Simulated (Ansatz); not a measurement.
# LiF: stress in a strained cell

LiF is deformed so: equal xy, yz and zx engineering shear strains of +1 %. What stress and forces result, by LAPW, PAW and all-electron datasets made for the crystal?

Method: DFT LDA, scalar-relativistic, in Ansatz 0.2.0.

**1. The system as given**

It takes space group Fm-3m (No. 225, cubic). The conventional cell has a = 4.028 Å, b = 4.028 Å, c = 4.028 Å, α = 90.00°, β = 90.00°, γ = 90.00°. Li (site symmetry m-3m) is surrounded by 6 F at 2.01 Å. Around F (site symmetry m-3m) lie 6 Li at 2.01 Å.

As a file:

```cif
data_structure
_symmetry_space_group_name_H-M 'P 1'
_symmetry_Int_Tables_number 1
_cell_length_a 2.8482
_cell_length_b 2.8482
_cell_length_c 2.8482
_cell_angle_alpha 60.000
_cell_angle_beta 60.000
_cell_angle_gamma 60.000
_cell_volume 16.34
loop_
_atom_site_label
_atom_site_type_symbol
_atom_site_fract_x
_atom_site_fract_y
_atom_site_fract_z
_atom_site_occupancy
Li1 Li 0.00000 0.00000 0.00000 1
F1 F 0.50000 0.50000 0.50000 1
```

Atoms are numbered in the order of the input: Li1, F2.

**2. After the deformation**

Space group Fm-3m before, R-3m after.

**3. LAPW, all electrons**

The input, input.yaml:

```yaml
crystal:
  lattice:
    - [0.02014, 2.02407, 2.02407]
    - [2.02407, 0.02014, 2.02407]
    - [2.02407, 2.02407, 0.02014]
  atoms:
    - { symbol: Li, position: [0.0, 0.0, 0.0] }
    - { symbol: F, position: [0.5, 0.5, 0.5] }
kpoints:
  mp_grid: { grid: [10, 10, 10] }
  band_path:
    path:
      - [0.0, 0.0, 0.0]
      - [0.5, 0.5, 0.5]
      - [0.247543133, 0.5, 0.752456867]
      - [-0.247543133, 0.247543133, 0.5]
      - [0.0, 0.0, 0.5]
      - [0.0, 0.0, 0.0]
      - [-0.3737715665, 0.0, 0.3737715665]
      - [0.0, 0.3737715665, 0.6262284335]
      - [0.0, 0.5, 0.5]
    npoints: 5
scf:
  occupations: { method: fermi_dirac, width: 0.03 }
hamiltonian:
  xc: lda
  pseudopotentials: { kind: all_electron, lapw: { basis_error: 0.00025 } }
output:
  forces: true
  stress: true
  eigenvalues: true
```

Command:

```console
$ ansatz run input.yaml --threads 1 --pin off --max-ram 3072MiB --backend cpu --events-out ev --progress --plain --runs-dir out
```

**4. Frozen-core PAW**

The input, input.yaml:

```yaml
crystal:
  lattice:
    - [0.02014, 2.02407, 2.02407]
    - [2.02407, 0.02014, 2.02407]
    - [2.02407, 2.02407, 0.02014]
  atoms:
    - { symbol: Li, position: [0.0, 0.0, 0.0] }
    - { symbol: F, position: [0.5, 0.5, 0.5] }
kpoints:
  mp_grid: { grid: [10, 10, 10] }
scf:
  occupations: { method: fermi_dirac, width: 0.03 }
hamiltonian:
  xc: lda
  pseudopotentials: { kind: paw }
output:
  forces: true
  stress: true
  eigenvalues: true
  efg: { contact_densities: true }
  write_density: true
  write_potential: true
  elf: true
  volumetric_format: npy
```

**5. Datasets made for this crystal**

input.yaml, as its differences from that of step 4:

```diff
@@ -14,3 +14,3 @@
   xc: lda
-  pseudopotentials: { kind: paw }
+  pseudopotentials: { kind: all_electron, datasets: crystal }
 output:
@@ -20,5 +20 @@
   efg: { contact_densities: true }
-  write_density: true
-  write_potential: true
-  elf: true
-  volumetric_format: npy
```

(Steps that only read results are left out.)

What does the calculation give? Wanted: pressure; largest shear or deviatoric stress.

The runs gave:

| quantity | value |
| --- | --- |
| pressure | LAPW -6.38, PAW -6.45, crystal datasets -6.38 GPa |
| largest shear or deviatoric stress (LAPW) | 0.62 GPa |

The largest part of the stress beyond the pressure is 0.62 GPa in size; the atoms are carried along and not relaxed. No run of the undeformed cell stands beside it, so the pressure holds what the given cell had before the change. PAW: stress within 0.07 GPa of LAPW. Crystal datasets: stress within 0.01 GPa of LAPW.
